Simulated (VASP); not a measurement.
# HfO₂: extra electron on Hf

HfO₂, Pnma (no. 62), 72 atoms in the cell. PBE, DFT+U, excess carrier in a supercell; PAW potentials Hf_pv, O (PBE set).

Charge (e): -1; Cation: Hf.

## Input

INCAR.step1:
```
SYSTEM = HfO2
PREC     = Accurate       ! precision mode
ENCUT    = 600            ! plane-wave cutoff, eV
EDIFF    = 1E-7           ! SCF threshold, eV
ISMEAR   = 0              ! smearing method
SIGMA    = 0.05           ! smearing width, eV
ALGO     = Normal         ! electronic algorithm
LREAL    = .FALSE.        ! projectors in reciprocal space
LASPH    = .TRUE.         ! aspherical terms in the spheres
NELM     = 100            ! most SCF steps
LWAVE    = .FALSE.        ! write WAVECAR
LCHARG   = .FALSE.        ! write CHGCAR
IBRION   = 2              ! ionic algorithm
NSW      = 30             ! ionic steps
ISIF     = 3              ! what is computed and relaxed
EDIFFG   = -0.005         ! ionic threshold
LDAU     = .TRUE.         ! DFT+U
LDAUTYPE = 2            
LDAUL    = 2 -1           ! shell
LDAUU    = 6 0            ! U, eV
LDAUJ    = 0 0          
LMAXMIX  = 4              ! l up to which the mixer works
KPAR     = 4             
```

INCAR.step2, as INCAR.step1 but for:
```
- ENCUT = 600
- EDIFF = 1E-7
- LREAL = .FALSE.
- IBRION = 2
- NSW = 30
- ISIF = 3
- EDIFFG = -0.005
- KPAR = 4
+ ENCUT = 460
+ EDIFF = 1E-6
+ LREAL = Auto
+ LORBIT = 11
+ KPAR = 2
+ NCORE = 2
```

INCAR.step3, as INCAR.step2 but for:
```
+ ISPIN = 2
+ MAGMOM = 0.042 0.042 0.042 0.042 0.042 0.042 0.042 0.042 0.042 0.042 0.042 0.042 0.042 0.042 0.042 0.042 0.042 0.042 0.042 0.042 0.042 0.042 0.042 0.042 0.0 0.0 0.0 0.0 0.0 0.0 0.0 0.0 0.0 0.0 0.0 0.0 0.0 0.0 0.0 0.0 0.0 0.0 0.0 0.0 0.0 0.0 0.0 0.0 0.0 0.0 0.0 0.0 0.0 0.0 0.0 0.0 0.0 0.0 0.0 0.0 0.0 0.0 0.0 0.0 0.0 0.0 0.0 0.0 0.0 0.0 0.0 0.0
+ NUPDOWN = 1
+ NELECT = 529.0
```

INCAR.step4:
```
SYSTEM = HfO2
PREC     = Accurate       ! precision mode
ENCUT    = 460            ! plane-wave cutoff, eV
EDIFF    = 1E-5           ! SCF threshold, eV
ISMEAR   = 0              ! smearing method
SIGMA    = 0.05           ! smearing width, eV
ALGO     = Normal         ! electronic algorithm
LREAL    = Auto         
LASPH    = .TRUE.         ! aspherical terms in the spheres
NELM     = 100            ! most SCF steps
LWAVE    = .FALSE.        ! write WAVECAR
LCHARG   = .FALSE.        ! write CHGCAR
ISPIN    = 2              ! spin polarisation
LORBIT   = 11             ! projections on sites
LDAU     = .TRUE.         ! DFT+U
LDAUTYPE = 2            
LDAUL    = 2 -1           ! shell
LDAUU    = 6 0            ! U, eV
LDAUJ    = 0 0          
LMAXMIX  = 4              ! l up to which the mixer works
KPAR     = 2            
NCORE    = 2            
MAGMOM   = 1.0 0.0 0.0 0.0 0.0 0.0 0.0 0.0 0.0 0.0 0.0 0.0 0.0 0.0 0.0 0.0 0.0 0.0 0.0 0.0 0.0 0.0 0.0 0.0 0.0 0.0 0.0 0.0 0.0 0.0 0.0 0.0 0.0 0.0 0.0 0.0 0.0 0.0 0.0 0.0 0.0 0.0 0.0 0.0 0.0 0.0 0.0 0.0 0.0 0.0 0.0 0.0 0.0 0.0 0.0 0.0 0.0 0.0 0.0 0.0 0.0 0.0 0.0 0.0 0.0 0.0 0.0 0.0 0.0 0.0 0.0 0.0 ! initial moments
NUPDOWN  = 1              ! fixed moment
ISYM     = 0            
IBRION   = 2              ! ionic algorithm
NSW      = 40             ! ionic steps
EDIFFG   = -0.03          ! ionic threshold
NELECT   = 529.0         
```

KPOINTS.step1:
```
k-points
0
Gamma
  4 7 4
```

KPOINTS.step2:
```
k-points
0
Gamma
  1 2 2
```

POSCAR.step1:
```
HfO2
1.0
    5.5563950000      0.0000000000      0.0000000000
    0.0000000000      3.3335970000      0.0000000000
    0.0000000000      0.0000000000      6.5049950000
Hf O
4 8
Direct
    0.7486820000      0.7500000000      0.6078710000
    0.2513180000      0.2500000000      0.3921290000
    0.2486820000      0.7500000000      0.8921290000
    0.7513180000      0.2500000000      0.1078710000
    0.6394990000      0.2500000000      0.4234000000
    0.3605010000      0.7500000000      0.5766000000
    0.1394990000      0.2500000000      0.0766000000
    0.8605010000      0.7500000000      0.9234000000
    0.5207940000      0.2500000000      0.8414530000
    0.4792060000      0.7500000000      0.1585470000
    0.0207940000      0.2500000000      0.6585470000
    0.9792060000      0.7500000000      0.3414530000
```

POSCAR.step2:
```
HfO2
1.0
   17.0460495806      0.0000000000      0.0000000000
    0.0000000000      6.8165940375      0.0000000000
    0.0000000000      0.0000000000      6.6746688793
Hf O
24 48
Direct
    0.2502707280      0.3750000000      0.6057477150
    0.2502707280      0.8750000000      0.6057477150
    0.5836040610      0.3750000000      0.6057477150
    0.5836040610      0.8750000000      0.6057477150
    0.9169373940      0.3750000000      0.6057477150
    0.9169373940      0.8750000000      0.6057477150
    0.0830626060      0.1250000000      0.3942522850
    0.0830626060      0.6250000000      0.3942522850
    0.4163959390      0.1250000000      0.3942522850
    0.4163959390      0.6250000000      0.3942522850
    0.7497292720      0.1250000000      0.3942522850
    0.7497292720      0.6250000000      0.3942522850
    0.0836040610      0.3750000000      0.8942522850
    0.0836040610      0.8750000000      0.8942522850
    0.4169373940      0.3750000000      0.8942522850
    0.4169373940      0.8750000000      0.8942522850
    0.7502707280      0.3750000000      0.8942522850
    0.7502707280      0.8750000000      0.8942522850
    0.2497292720      0.1250000000      0.1057477150
    0.2497292720      0.6250000000      0.1057477150
    0.5830626060      0.1250000000      0.1057477150
    0.5830626060      0.6250000000      0.1057477150
    0.9163959390      0.1250000000      0.1057477150
    0.9163959390      0.6250000000      0.1057477150
    0.2133774550      0.1250000000      0.4226396550
    0.2133774550      0.6250000000      0.4226396550
    0.5467107880      0.1250000000      0.4226396550
    0.5467107880      0.6250000000      0.4226396550
    0.8800441220      0.1250000000      0.4226396550
    0.8800441220      0.6250000000      0.4226396550
    0.1199558780      0.3750000000      0.5773603450
    0.1199558780      0.8750000000      0.5773603450
    0.4532892120      0.3750000000      0.5773603450
    0.4532892120      0.8750000000      0.5773603450
    0.7866225450      0.3750000000      0.5773603450
    0.7866225450      0.8750000000      0.5773603450
    0.0467107880      0.1250000000      0.0773603450
    0.0467107880      0.6250000000      0.0773603450
    0.3800441220      0.1250000000      0.0773603450
    0.3800441220      0.6250000000      0.0773603450
    0.7133774550      0.1250000000      0.0773603450
    0.7133774550      0.6250000000      0.0773603450
    0.2866225450      0.3750000000      0.9226396550
    0.2866225450      0.8750000000      0.9226396550
    0.6199558780      0.3750000000      0.9226396550
    0.6199558780      0.8750000000      0.9226396550
    0.9532892120      0.3750000000      0.9226396550
    0.9532892120      0.8750000000      0.9226396550
    0.1724985030      0.1250000000      0.8405311990
    0.1724985030      0.6250000000      0.8405311990
    0.5058318370      0.1250000000      0.8405311990
    0.5058318370      0.6250000000      0.8405311990
    0.8391651700      0.1250000000      0.8405311990
    0.8391651700      0.6250000000      0.8405311990
    0.1608348300      0.3750000000      0.1594688010
    0.1608348300      0.8750000000      0.1594688010
    0.4941681630      0.3750000000      0.1594688010
    0.4941681630      0.8750000000      0.1594688010
    0.8275014970      0.3750000000      0.1594688010
    0.8275014970      0.8750000000      0.1594688010
    0.0058318370      0.1250000000      0.6594688010
    0.0058318370      0.6250000000      0.6594688010
    0.3391651700      0.1250000000      0.6594688010
    0.3391651700      0.6250000000      0.6594688010
    0.6724985030      0.1250000000      0.6594688010
    0.6724985030      0.6250000000      0.6594688010
    0.3275014970      0.3750000000      0.3405311990
    0.3275014970      0.8750000000      0.3405311990
    0.6608348300      0.3750000000      0.3405311990
    0.6608348300      0.8750000000      0.3405311990
    0.9941681630      0.3750000000      0.3405311990
    0.9941681630      0.8750000000      0.3405311990
```

POSCAR.step4:
```
HfO2
1.0
   17.0460495806      0.0000000000      0.0000000000
    0.0000000000      6.8165940375      0.0000000000
    0.0000000000      0.0000000000      6.6746688793
Hf O
24 48
Direct
    0.2502707280      0.3750000000      0.6057477150
    0.2502707280      0.8750000000      0.6057477150
    0.5836040610      0.3750000000      0.6057477150
    0.5836040610      0.8750000000      0.6057477150
    0.9169373940      0.3750000000      0.6057477150
    0.9169373940      0.8750000000      0.6057477150
    0.0830626060      0.1250000000      0.3942522850
    0.0830626060      0.6250000000      0.3942522850
    0.4163959390      0.1250000000      0.3942522850
    0.4163959390      0.6250000000      0.3942522850
    0.7497292720      0.1250000000      0.3942522850
    0.7497292720      0.6250000000      0.3942522850
    0.0836040610      0.3750000000      0.8942522850
    0.0836040610      0.8750000000      0.8942522850
    0.4169373940      0.3750000000      0.8942522850
    0.4169373940      0.8750000000      0.8942522850
    0.7502707280      0.3750000000      0.8942522850
    0.7502707280      0.8750000000      0.8942522850
    0.2497292720      0.1250000000      0.1057477150
    0.2497292720      0.6250000000      0.1057477150
    0.5830626060      0.1250000000      0.1057477150
    0.5830626060      0.6250000000      0.1057477150
    0.9163959390      0.1250000000      0.1057477150
    0.9163959390      0.6250000000      0.1057477150
    0.2119812370      0.1154057660      0.4155831250
    0.2119812370      0.6345942340      0.4155831250
    0.5467107880      0.1250000000      0.4226396550
    0.5467107880      0.6250000000      0.4226396550
    0.8800441220      0.1250000000      0.4226396550
    0.8800441220      0.6250000000      0.4226396550
    0.1151043140      0.3750000000      0.5761917480
    0.1199558780      0.8750000000      0.5773603450
    0.4532892120      0.3750000000      0.5773603450
    0.4532892120      0.8750000000      0.5773603450
    0.7866225450      0.3750000000      0.5773603450
    0.7866225450      0.8750000000      0.5773603450
    0.0467107880      0.1250000000      0.0773603450
    0.0467107880      0.6250000000      0.0773603450
    0.3800441220      0.1250000000      0.0773603450
    0.3800441220      0.6250000000      0.0773603450
    0.7133774550      0.1250000000      0.0773603450
    0.7133774550      0.6250000000      0.0773603450
    0.2880480950      0.3750000000      0.9346702140
    0.2866225450      0.8750000000      0.9226396550
    0.6199558780      0.3750000000      0.9226396550
    0.6199558780      0.8750000000      0.9226396550
    0.9532892120      0.3750000000      0.9226396550
    0.9532892120      0.8750000000      0.9226396550
    0.1724985030      0.1250000000      0.8405311990
    0.1724985030      0.6250000000      0.8405311990
    0.5058318370      0.1250000000      0.8405311990
    0.5058318370      0.6250000000      0.8405311990
    0.8391651700      0.1250000000      0.8405311990
    0.8391651700      0.6250000000      0.8405311990
    0.1608348300      0.3750000000      0.1594688010
    0.1608348300      0.8750000000      0.1594688010
    0.4941681630      0.3750000000      0.1594688010
    0.4941681630      0.8750000000      0.1594688010
    0.8275014970      0.3750000000      0.1594688010
    0.8275014970      0.8750000000      0.1594688010
    0.0058318370      0.1250000000      0.6594688010
    0.0058318370      0.6250000000      0.6594688010
    0.3422509290      0.1164913520      0.6611917330
    0.3391651700      0.6250000000      0.6594688010
    0.6724985030      0.1250000000      0.6594688010
    0.6724985030      0.6250000000      0.6594688010
    0.3304112620      0.3750000000      0.3304632840
    0.3275014970      0.8750000000      0.3405311990
    0.6608348300      0.3750000000      0.3405311990
    0.6608348300      0.8750000000      0.3405311990
    0.9941681630      0.3750000000      0.3405311990
    0.9941681630      0.8750000000      0.3405311990
```

Commands (each step's output is kept before the next begins):
```
cat potpaw_PBE.64/Hf_pv/POTCAR potpaw_PBE.64/O/POTCAR > POTCAR
cp INCAR.step1 INCAR
cp KPOINTS.step1 KPOINTS
cp POSCAR.step1 POSCAR
mpirun -np 4 vasp_std > vasp.out
rm WAVECAR CHG
cp INCAR.step2 INCAR
cp KPOINTS.step2 KPOINTS
cp POSCAR.step2 POSCAR
mpirun -np 4 vasp_std > vasp.out
rm WAVECAR CHG
cp INCAR.step3 INCAR
mpirun -np 4 vasp_std > vasp.out
rm WAVECAR CHG
cp INCAR.step4 INCAR
cp POSCAR.step4 POSCAR
mpirun -np 4 vasp_std > vasp.out
```

## Result

- Trapped less spread-out state (eV): -0.010
- Largest moment of a site (μB): 0.03
- The same in the spread-out state (μB): 0.03
- Change of that cation's bonds (Å): 0.003
- Electron's level over the valence top (eV): 4.49
- Host's gap (eV): 4.04
- Trapped: no

Supercell on the primitive cell's vectors: (3 0 0), (0 2 0), (0 0 1).

Limits: whether the electron traps hangs on U and on the cell's size; the cell is charged against a uniform background and no finite-size correction is added.

VASP 6.6.1 took 4425 s on 4 cores (Intel Xeon 6975P-C (Granite Rapids)), a shared host.
